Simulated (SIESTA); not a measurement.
The system is BAs.

```
As B
1.0
     0.00000    2.38850    2.38850
     2.38850    0.00000    2.38850
     2.38850    2.38850    0.00000
As B
1 1
Direct
  0.75000 0.75000 0.75000
  0.00000 0.00000 0.00000
```

| Property | Result |
| --- | --- |
| Program | SIESTA 5.4.2 |
| Task | relaxation of cell and atoms |
| Functional | RPBE |
| Potentials or basis | PseudoDojo 0.4 standard (PBE files) |
| Basis | DZP (energy shift 0.002 Ry) |
| Grid cutoff | 500 Ry |
| Energy shift | 0.002 Ry |
| k mesh | 10 × 10 × 10 |
| Occupations | fermi-dirac, width 0.05 eV |
| Spin | no spin polarisation |

At the start: pressure 9.1 GPa; volume 13.63 Å³/atom.

Q: Where does the relaxation end?

A: Over 4 steps the energy falls by 26.2 meV/atom and the volume is 14.58 Å³/atom (+7.0 %); space group F-43m (No. 216, to 0.05 Å).

Step by step:
| step | energy change (eV) | largest force (eV/Å) | pressure (GPa) | volume (Å³) |
| --- | --- | --- | --- | --- |
| 1 | 0.0000 | 0.0009 | 9.06 | 27.25 |
| 2 | -0.0221 | 0.0014 | 6.64 | 27.71 |
| 3 | -0.0523 | 0.0016 | 0.41 | 29.07 |
| 4 | -0.0524 | 0.0010 | 0.00 | 29.17 |

Final structure:
```
As B
1.0
     0.00085    2.44363    2.44363
     2.44363    0.00085    2.44363
     2.44363    2.44363    0.00085
As B
1 1
Direct
  0.75001 0.75001 0.75001
  0.99998 0.99998 0.99998
```

Caveat: semicore shells carry a single zeta, which can move pressures by several GPa and volumes by a few percent; the potentials were made for another functional, which shifts forces and pressure; the basis of atomic orbitals isn't converged, which shifts pressures, moduli and gaps.
